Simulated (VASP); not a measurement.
# NiSb (F-43m) in VASP: settings compared

Aim: see how the results for NiSb move with the level of theory and the settings. Levels: PBEsol, PBEsol+D4. Tasks: single point, relaxation of cell and atoms.

All numbers are computed with VASP 6.6.1; they aren't measurements. Logs are shortened: lines on timing, memory, paths and dates and some standing lists are left out, and cuts for length are marked.

**1. The crystal as given**

Symmetry: F-43m, No. 216, cubic system. Conventional cell: a = 5.628 Å, b = 5.628 Å, c = 5.628 Å, α = 90.00°, β = 90.00°, γ = 90.00°. Around Ni (site symmetry -43m) lie 4 Sb at 2.44 Å. Sb (site symmetry -43m) has 4 Ni at 2.44 Å as nearest neighbours.

The cell was built by a generator and needn't be a form met in nature.

**2. Single point, PBEsol**

INCAR

```
PREC = Accurate ; ENCUT = 520
EDIFF = 1E-7 ; ISMEAR = -1
SIGMA = 0.0834 ; LREAL = F
LASPH = T ; NELM = 100
ALGO = Normal ; ISIF = 2
LWAVE = F ; LCHARG = F
GGA = PS ; NBANDS = 14
```

KPOINTS

```
regular mesh
0
Gamma
  5 5 5
```

POSCAR

```
NiSb
1.0
    0.0000000000      2.8138847259      2.8138847259
    2.8138847259      0.0000000000      2.8138847259
    2.8138847259      2.8138847259      0.0000000000
Ni Sb
1 1
Direct
    0.7500000000      0.7500000000      0.7500000000
    0.0000000000      0.0000000000      0.0000000000
```

Potentials or basis: VASP PAW PBE potentials, release 64 (Ni, Sb).

Started as:

```console
> cat potpaw_PBE.64/Ni/POTCAR potpaw_PBE.64/Sb/POTCAR > POTCAR
> mpirun -np 1 vasp_std > vasp.out
```

OUTCAR:

```text
PREC = Accurate
   ENCUT = 520
   EDIFF = 1E-7
   ISMEAR = -1
   LREAL = F
   LASPH = T
   NELM = 100
   ISIF = 2
   GGA = PS

 ion  position               nearest neighbor table
   1  0.750  0.750  0.750-   2 2.44   2 2.44   2 2.44   2 2.44
   2  0.000  0.000  0.000-   1 2.44   1 2.44   1 2.44   1 2.44

  LATTYP: Found a face centered cubic cell.
 ALAT       =     5.6277694518

  Lattice vectors:

 A1 = (   0.0000000000,   2.8138847259,   2.8138847259)
 A2 = (   2.8138847259,   0.0000000000,   2.8138847259)
 A3 = (   2.8138847259,   2.8138847259,   0.0000000000)

Analysis of symmetry for initial positions (statically):
=====================================================================
 Subroutine PRICEL returns:
 Original cell was already a primitive cell.

 Routine SETGRP: Setting up the symmetry group for a
 face centered cubic supercell.

 Subroutine GETGRP returns: Found 24 space group operations
 (whereof 24 operations were pure point group operations)
 out of a pool of 48 trial point group operations.

The static configuration has the point symmetry T_d .

Analysis of symmetry for dynamics (positions and initial velocities):
=====================================================================
 Subroutine PRICEL returns:
 Original cell was already a primitive cell.

 Routine SETGRP: Setting up the symmetry group for a
 face centered cubic supercell.

 Subroutine GETGRP returns: Found 24 space group operations
 (whereof 24 operations were pure point group operations)
 out of a pool of 48 trial point group operations.

The dynamic configuration has the point symmetry T_d .

 Subroutine INISYM returns: Found 24 space group operations
 (whereof 24 operations are pure point group operations),
 and found     1 'primitive' translations

----------------------------------------------------------------------------------------

                                     Primitive cell

  volume of cell :      44.5604

  direct lattice vectors                    reciprocal lattice vectors
     0.000000000  2.813884726  2.813884726    -0.177690292  0.177690292  0.177690292
     2.813884726  0.000000000  2.813884726     0.177690292 -0.177690292  0.177690292
     2.813884726  2.813884726  0.000000000     0.177690292  0.177690292 -0.177690292

  length of vectors
     3.979433942  3.979433942  3.979433942     0.307768615  0.307768615  0.307768615

  position of ions in fractional coordinates (direct lattice)
     0.750000000  0.750000000  0.750000000
     0.000000000  0.000000000  0.000000000

  ion indices of the primitive-cell ions
   primitive index   ion index
                 1           1
                 2           2

----------------------------------------------------------------------------------------

 KPOINTS: regular mesh

Automatic generation of k-mesh.
 Grid dimensions read from file:
 generate k-points for:    5    5    5

 Generating k-lattice:

  Cartesian coordinates                     Fractional coordinates (reciprocal lattice)
    -0.035538058  0.035538058  0.035538058     0.200000000  0.000000000  0.000000000
     0.035538058 -0.035538058  0.035538058     0.000000000  0.200000000  0.000000000
     0.035538058  0.035538058 -0.035538058     0.000000000  0.000000000  0.200000000

  Length of vectors
     0.061553723  0.061553723  0.061553723

  Shift w.r.t. Gamma in fractional coordinates (k-lattice)
     0.000000000  0.000000000  0.000000000

 Subroutine IBZKPT returns following result:
 ===========================================

 Found     10 irreducible k-points:

 Following reciprocal coordinates:
            Coordinates               Weight
  0.000000  0.000000  0.000000      1.000000
  0.200000  0.000000  0.000000      8.000000
  0.400000  0.000000  0.000000      8.000000
  0.200000  0.200000  0.000000      6.000000
  0.400000  0.200000  0.000000     24.000000
 -0.400000  0.200000  0.000000     24.000000
 -0.200000  0.200000  0.000000     12.000000
  0.400000  0.400000  0.000000      6.000000
 -0.400000  0.400000  0.000000     12.000000
 -0.400000  0.400000  0.200000     24.000000
   k-points           NKPTS =     10   k-points in BZ     NKDIM =     10   number of bands    NBANDS=     14
   number of dos      NEDOS =    301   number of ions     NIONS =      2
   total plane-waves  NPLWV =  27000
   dimension x,y,z NGX =    30 NGY =   30 NGZ =   30
   dimension x,y,z NGXF=    60 NGYF=   60 NGZF=   60
   ions per type =               1   1
   NGX,Y,Z   is equivalent  to a cutoff of  12.53, 12.53, 12.53 a.u.
   NGXF,Y,Z  is equivalent  to a cutoff of  25.07, 25.07, 25.07 a.u.
 SYSTEM =  unknown system
   PREC   = accura    normal or accurate (medium, high low for compatibility)
   ISTART =      0    job   : 0-new  1-cont  2-samecut
   ICHARG =      2    charge: 1-file 2-atom 10-const
   ISPIN  =      1    spin polarized calculation?
   LNONCOLLINEAR =      F non collinear calculations
   LSORBIT =      F    spin-orbit coupling
   LASPH  =      T    aspherical Exc in radial PAW
   ENCUT  =  520.0 eV  38.22 Ry    6.18 a.u.   7.40  7.40  7.40*2*pi/ulx,y,z
   NELM   =    100;   NELMIN=  2; NELMDL= -5     # of ELM steps
   EDIFF  = 0.1E-06   stopping-criterion for ELM
   LREAL  =      F    real-space projection
   EDIFFG = 0.1E-05   stopping-criterion for IOM
   NSW    =      0    number of steps for IOM
   IBRION =     -1    ionic relax: 0-MD 1-quasi-New 2-CG
   NFREE  =      0    steps in history (QN), initial steepest desc. (CG)
   ISIF   =      2    stress and relaxation
   ISYM   =      2    0-nonsym 1-usesym 2-fastsym
   POTIM  = 0.5000    time-step for ionic-motion
   TEBEG  =    0.0;   TEEND  =   0.0 temperature during run
   PSTRESS=    0.0 pullay stress
   NELECT =      15.0000    total number of electrons
   NUPDOWN=      -1.0000    fix difference up-down
   EMIN   =  10.00;   EMAX   =-10.00  energy-range for DOS
   EFERMI =   0.00;   METHOD = LEGACY
   ISMEAR =    -1;   SIGMA  =   0.08  broadening in eV -4-tet -1-fermi 0-gaus
   EFERMI_NEDOS =   21; number of points for ismear=-14 and -15
   IALGO  =     38    algorithm
   IMIX   =      4    mixing-type and parameters
     AMIX     =   0.40;   BMIX     =  1.00
     AMIX_MAG =   1.60;   BMIX_MAG =  1.00
  volume/ion in A,a.u.               =      22.28       150.35
  Fermi-wavevector in a.u.,A,eV,Ry     =   1.138821  2.152060 17.645588  1.296914
  Thomas-Fermi vector in A             =   2.275525
   LORBIT       =      0    0 simple, 1 ext, 2 COOP (PROOUT), +10 PAW based schemes
   GGA     = PS    functional components
   LHFCALC =     F    Hartree Fock is set to
   AEXX    =    0.0000 exact exchange contribution
   IVDW    =     0    specifies the selected vdW correction
   LEPSILON=     F    determine dielectric tensor
   LRPA    =     F    only Hartree local field effects (RPA)
 non-spin polarized calculation
  energy-cutoff  :      520.00
  volume of cell :       44.56
 maximum number of plane-waves:      1243
 NGX is ok and might be reduce to    30
   NGX = 15   NGY = 15   NGZ = 15

 number of electron      15.0000002 magnetization

 Free energy of the ion-electron system (eV)
  ---------------------------------------------------
  ext. energy  EPLUGINS =         0.00000000
  ---------------------------------------------------
  free energy    TOTEN  =       -10.22382181 eV

  energy without entropy =      -10.15768621  energy(sigma->0) =      -10.19075401

 E-fermi :   6.1021     XC(G=0): -10.2030

 val. band max:        6.0446956336   @ k =  -0.4000   0.2000   0.0000
 cond. band min:       6.1059327207   @ k =  -0.4000   0.4000   0.0000
 fundamental gap:      0.0612370871
 Fermi energy:         6.1020822881

 k-point     1 :       0.0000    0.0000    0.0000
  band No.  band energies     occupation
      1      -4.9426      2.00000
      2       3.3279      2.00000
      3       3.3279      2.00000
      4       3.3279      2.00000
      5       4.4069      2.00000
      6       4.4069      2.00000
      7       9.7694      0.00000
      8       9.7694      0.00000
      9       9.7694      0.00000
     10      11.7847      0.00000
     11      12.4794      0.00000
     12      12.4794      0.00000
     13      12.4794      0.00000
     14      15.5698      0.00000

 k-point     2 :       0.2000    0.0000    0.0000
  band No.  band energies     occupation
      1      -4.4954      2.00000
      2       2.9205      2.00000
      3       3.3993      2.00000
      4       3.3993      2.00000
      5       4.3837      2.00000
      6       4.3837      2.00000
      7       6.8091      0.00042
      8       8.9627      0.00000
      9       8.9627      0.00000
     10      11.6667      0.00000
     11      13.3077      0.00000
     12      13.3077      0.00000
     13      14.6122      0.00000
     14      16.2404      0.00000

 k-point     3 :       0.4000    0.0000    0.0000
  band No.  band energies     occupation
      1      -3.4873      2.00000
      2       1.6899      2.00000
      3       3.4764      2.00000
      4       3.4764      2.00000
      5       4.4214      2.00000
      6       4.4214      2.00000
      7       4.7533      2.00000
      8       8.1012      0.00000
      9       8.1012      0.00000
     10      11.2738      0.00000
     11      13.2296      0.00000
     12      13.2296      0.00000
     13      14.7516      0.00000
     14      18.3223      0.00000
[... 86 lines left out ...]
 k-point     9 :      -0.4000    0.4000    0.0000
  band No.  band energies     occupation
      1      -2.5986      2.00000
      2       1.7340      2.00000
      3       3.3279      2.00000
      4       3.7852      2.00000
      5       4.1589      2.00000
      6       4.4368      2.00000
      7       4.6478      2.00000
      8       5.2290      1.99994
      9       6.1059      0.97692
     10      10.5171      0.00000
     11      12.5382      0.00000
     12      17.4704      0.00000
     13      17.8325      0.00000
     14      18.6900      0.00000

 k-point    10 :      -0.4000    0.4000    0.2000
  band No.  band energies     occupation
      1      -2.7851      2.00000
      2       2.0943      2.00000
      3       2.9206      2.00000
      4       3.7745      2.00000
      5       4.2708      2.00000
      6       4.3925      2.00000
      7       4.8765      2.00000
      8       5.1659      1.99997
      9       6.1570      0.68221
     10      12.6375      0.00000
     11      13.0908      0.00000
     12      14.0099      0.00000
     13      17.0257      0.00000
     14      18.6771      0.00000

------------------------ aborting loop because EDIFF is reached ----------------------------------------

  FORCE on cell =-STRESS in cart. coord.  units (eV):
  Direction    XX          YY          ZZ          XY          YZ          ZX
  --------------------------------------------------------------------------------------
  -------------------------------------------------------------------------------------
  Total       -0.0025946     -0.0025946     -0.0025946      0.0000000      0.0000000      0.0000000
  in kB       -0.0932905     -0.0932905     -0.0932905      0.0000000      0.0000000      0.0000000
  external PRESSURE =      -0.0932905 kB  Pullay stress =       0.0000000 kB

 VOLUME and BASIS-vectors are now :
 -----------------------------------------------------------------------------
  energy-cutoff  :      520.00
  volume of cell :       44.56
      direct lattice vectors                 reciprocal lattice vectors
     0.000000000  2.813884726  2.813884726    -0.177690292  0.177690292  0.177690292
     2.813884726  0.000000000  2.813884726     0.177690292 -0.177690292  0.177690292
     2.813884726  2.813884726  0.000000000     0.177690292  0.177690292 -0.177690292

 POSITION                                       TOTAL-FORCE (eV/Angst)
 -----------------------------------------------------------------------------------
      4.22083      4.22083      4.22083        -0.000000     -0.000000      0.000000
      0.00000      0.00000      0.00000         0.000000      0.000000     -0.000000
 -----------------------------------------------------------------------------------
    total drift:                                0.000001      0.000001      0.000001

  FREE ENERGIE OF THE ION-ELECTRON SYSTEM (eV)
  ---------------------------------------------------
  free  energy   TOTEN  =       -10.2238218095 eV

  energy  without entropy=      -10.1576862052  energy(sigma->0) =      -10.19075401
```

Wall time 10 s (1 thread of Intel Xeon Platinum 8259CL at 2.50GHz (Skylake/Cascade Lake), shared host); peak memory 0.16 GiB.

What came out:

```
Free energy            : -10.2238 eV
Pressure               : 0.0 GPa
Band gap on the k mesh : none (metal or under the smearing width)
```

Caveat: the k mesh is coarse (spacing up to 0.39 Å⁻¹), so the values aren't converged; the PAW data sets were made with another functional, which shifts forces and pressure a little.

**3. Relaxation of cell and atoms, PBEsol**

This run uses another cell than the first one, of 26.69 Å³/atom, 1.198 times its volume.

INCAR

```
  PREC = Accurate
  ENCUT = 600
  EDIFF = 1E-6
  ISMEAR = -1
  SIGMA = 0.0834
  LREAL = False
  LASPH = True
  NELM = 100
  ALGO = Normal
  ISIF = 3
  LWAVE = False
  LCHARG = False
  GGA = PS
  IBRION = 2
  NSW = 60
  EDIFFG = -0.01
```

KPOINTS is that of step 2.

POSCAR

```
NiSb
1.0
    0.0000000000      2.9884500800      2.9884500800
    2.9884500800      0.0000000000      2.9884500800
    2.9884500800      2.9884500800      0.0000000000
Ni Sb
1 1
Direct
    0.7500000000      0.7500000000      0.7500000000
    0.0000000000      0.0000000000      0.0000000000
```

Potentials or basis: VASP PAW PBE potentials, release 64 (Ni, Sb).

Started as:

```console
> cat potpaw_PBE.64/Ni/POTCAR potpaw_PBE.64/Sb/POTCAR > POTCAR
> mpirun -np 1 vasp_std > vasp.out
```

Wall time 28 s (1 thread of Intel Xeon Platinum 8259CL at 2.50GHz (Skylake/Cascade Lake), shared host); peak memory 0.21 GiB.

The run converged. Its results:

```
Free energy                            : -10.2251 eV
Relaxed volume                         : 22.28 Å³/atom
Relaxed cell                           : a = 3.980 Å, b = 3.980 Å, c = 3.980 Å, α = 60.00°, β = 60.00°, γ = 60.00°
Space group after relaxing (to 0.05 Å) : F-43m (No. 216)
Energy gained by relaxing              : 161.7 meV/atom
Ionic steps                            : 3
Pressure after relaxing                : 0.0 GPa
Band gap on the k mesh                 : none (metal or under the smearing width)
```

Step by step:
```
step  energy change (eV)  largest force (eV/Å)  pressure (GPa)  volume (Å³)
   1              0.0000                0.0000           -9.96        53.38
   2             -0.2640                0.0000            6.68        41.56
   3             -0.3234                0.0000           -0.03        44.57
```

Final structure:
```
CELL_PARAMETERS angstrom
0.00000 2.81407 2.81407
2.81407 0.00000 2.81407
2.81407 2.81407 0.00000
ATOMIC_POSITIONS crystal
Ni 0.75000 0.75000 0.75000
Sb 0.00000 0.00000 0.00000
```

Levels at points of the mesh, in eV from the Fermi level:
```tsv
k point	band 4	band 5	band 6	band 7	band 8	band 9	band 10	band 11
(0.00, 0.00, 0.00)	-2.77	-1.69	-1.69	3.67	3.67	3.67	5.68	6.38
```

Caveat: the k mesh is coarse (spacing up to 0.36 Å⁻¹), so the values aren't converged; the volume moved by over 15 % at a fixed basis, so the end points are rough; the PAW data sets were made with another functional, which shifts forces and pressure a little. Spin polarisation is off, so any magnetic state and its effect on volume and gap are missing.

**4. Single point, PBEsol+D4**

This run uses another cell than the first one, of 21.91 Å³/atom, 0.983 times its volume.

INCAR

```
SYSTEM = NiSb
  PREC = Accurate
  ENCUT = 520
  EDIFF = 1E-7
  ISMEAR = -1
  SIGMA = 0.0834
  LREAL = .FALSE.
  LASPH = .TRUE.
  NELM = 100
  ALGO = Normal
  ISIF = 2
  LWAVE = .FALSE.
  LCHARG = .FALSE.
  GGA = PS
  IVDW = 13
  NBANDS = 14
```

KPOINTS

```
Automatic mesh
0
G
  5 5 5
  0 0 0
```

POSCAR

```
NiSb
1.0
    0.0000000000      2.7981468973      2.7981468973
    2.7981468973      0.0000000000      2.7981468973
    2.7981468973      2.7981468973      0.0000000000
Ni Sb
1 1
Direct
    0.7500000000      0.7500000000      0.7500000000
    0.0000000000      0.0000000000      0.0000000000
```

Started as:

```console
> cat potpaw_PBE.64/Ni/POTCAR potpaw_PBE.64/Sb/POTCAR > POTCAR
> mpirun -np 1 vasp_std > vasp.out
```

Run time: 10 s. Hardware: 1 thread of Intel Xeon Platinum 8259CL at 2.50GHz (Skylake/Cascade Lake), shared host; peak memory 0.16 GiB.

Results (log left out):

| Item | Value |
| --- | --- |
| Free energy | -10.7736 eV |
| Pressure | 0.0 GPa |
| Band gap on the k mesh | none (metal or under the smearing width) |
| Dispersion energy per atom | -0.277 eV |

Levels at points of the mesh, in eV from the Fermi level:
| k point | band 5 | band 6 | band 7 | band 8 | band 9 | band 10 |
| --- | --- | --- | --- | --- | --- | --- |
| (0.00, 0.00, 0.00) | -1.73 | -1.73 | 3.76 | 3.76 | 3.76 | 5.83 |

Caveat: the k mesh is coarse (spacing up to 0.39 Å⁻¹), so the values aren't converged; the PAW data sets were made with another functional, which shifts forces and pressure a little; pairwise dispersion overbinds metals, which lowers pressure and volume.

[end of part 1 of 2]
